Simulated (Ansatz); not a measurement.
BaTiO$_{3}$ (Pm-3m), one atom moved along a line

Method: DFT PBE, scalar-relativistic, plane waves, PAW (Ansatz 0.2.0). Cutoff 420 eV, Γ-centred 8×8×8 k-points, Gaussian smearing of 0.05 eV. Spin–orbit coupling is left out, which matters for the heavy elements here. No spin polarisation. Energies are free energies at this smearing, counted from the undisturbed cell; pressure is positive in compression.

The starting cell (relaxed at this level; it needn't be the usual structure):

```
CELL_PARAMETERS angstrom
4.01925 0.00000 0.00000
0.00000 4.01925 0.00000
0.00000 0.00000 4.01925
ATOMIC_POSITIONS crystal
Ba 0.50000 0.50000 0.50000
Ti 0.00000 0.00000 0.00000
O 0.50000 0.00000 0.00000
O 0.00000 0.50000 0.00000
O 0.00000 0.00000 0.50000
```

Atom 3 (O) is moved by x along the Cartesian unit vector (0.000, -0.707, -0.707); the cell and all other atoms stay fixed.

| x (Å) | ΔE (meV/cell) | force along x on the moved atoms (eV/Å) | pressure (GPa) | gap on the mesh (eV) |
| --- | --- | --- | --- | --- |
| -0.2000 | 107.1 | 1.10 | 0.2 | 1.74 |
| -0.1200 | ? | ? | 0.1 | 1.77 |
| -0.0400 | 4.2 | 0.21 | 0.0 | 1.78 |
| 0.0000 | 0.0 | 0.00 | 0.0 | 1.78 |
| 0.0600 | ? | -0.31 | 0.0 | ? |
| 0.0800 | ? | -0.42 | 0.0 | ? |
| 0.1000 | 26.2 | -0.53 | 0.0 | 1.77 |
| 0.1400 | 51.8 | -0.75 | 0.1 | 1.76 |
| 0.1600 | 67.9 | -0.86 | 0.1 | 1.76 |
| 0.1800 | 86.3 | -0.98 | 0.1 | 1.75 |

By symmetry 0.2000 repeats -0.2000, -0.1600 repeats 0.1600, 0.1200 repeats -0.1200, -0.0800 repeats 0.0800, 0.0400 repeats -0.0400 in energy; the slope of the energy along the path changes sign there.

**Question.** Give the withheld values.

**Answer.** ΔE (meV/cell) at x (Å) = -0.1200: 37.9; force along x on the moved atoms (eV/Å) at x (Å) = -0.1200: 0.64; ΔE (meV/cell) at x (Å) = 0.0600: 9.4; gap on the mesh (eV) at x (Å) = 0.0600: 1.78; ΔE (meV/cell) at x (Å) = 0.0800: 16.8; gap on the mesh (eV) at x (Å) = 0.0800: 1.78.

Many cubic perovskites lower their energy by tilts or polar distortions; a scan of this one displacement doesn't rule them out.

Cost: 10 runs of about 2.9 core-minutes in all, on Arm Neoverse V2 (shared hosts).